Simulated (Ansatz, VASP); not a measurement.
PtS2: VASP beside Ansatz

INCAR

```
PREC = Accurate
ENCUT = 520
EDIFF = 1E-6
ISMEAR = 1
SIGMA = 0.1
LREAL = False
LASPH = True
NELM = 80
ALGO = Normal
ISIF = 2
LWAVE = False
LCHARG = False
GGA = PS
NBANDS = 18
```

File KPOINTS:

```
Automatic mesh
0
Gamma
  9 9 6
```

File POSCAR:

```
PtS2
1.0
    3.5134238023      0.0000000000      0.0000000000
   -1.7567119012      3.0427130666      0.0000000000
    0.0000000000      0.0000000000      4.9964551409
Pt S
1 2
Direct
    0.0000000000      0.0000000000      0.0000000000
    0.3333333333      0.6666666667      0.2270000000
    0.6666666667      0.3333333333      0.7730000000
```

Input for Ansatz:

```yaml
crystal:
  lattice:
    - [3.5134238023172606, 0.0, 0.0]
    - [-1.7567119011586303, 3.0427130665529782, 0.0]
    - [0.0, 0.0, 4.996455140865944]
  atoms:
    - { symbol: Pt, position: [0.0, 0.0, 0.0] }
    - { symbol: S, position: [0.3333333333333333, 0.6666666666666666, 0.227] }
    - { symbol: S, position: [0.6666666666666666, 0.3333333333333333, 0.773] }
basis:
  ecutwfc: 450.0
kpoints:
  mp_grid:
    grid: [9, 9, 6]
hamiltonian:
  xc: pbesol
  pseudopotentials:
    kind: paw
scf:
  max_iter: 60
  occupations:
    method: cold
    width: 0.1
output:
  stress: true
```

Alike in both runs: task single point; functional PBEsol; k mesh 9 × 9 × 6; no spin polarisation.

|  | VASP | Ansatz |
| --- | --- | --- |
| version | VASP 6.6.1 | Ansatz 0.2.0 |
| potentials or method | VASP PAW PBE potentials, release 64 (Pt, S) | plane waves, PAW |
| plane-wave cutoff (eV) | 520 | 450 |
| occupations | methfessel-paxton of order 1, width 0.1 eV | cold, width 0.1 eV |
| valence electrons in the cell | 22 | 30 |

Ansatz gave:

- pressure (GPa): 10.9
- largest component of the traceless stress (GPa): 1.95

Problem. Which values does VASP return?

Solution. Pressure (GPa): 10.6; largest component of the traceless stress (GPa): 1.80.

The two sets of potentials don't hold the same shells in valence.

Caveats: the PAW data sets were made with another functional, which shifts forces and pressure a little (VASP); spin-orbit coupling is left out, which moves the levels of the heavy elements; an odd mesh through Γ misses points on the zone boundary, where band edges often lie. PBEsol gaps usually lie below the measured ones, often by a third to a half.
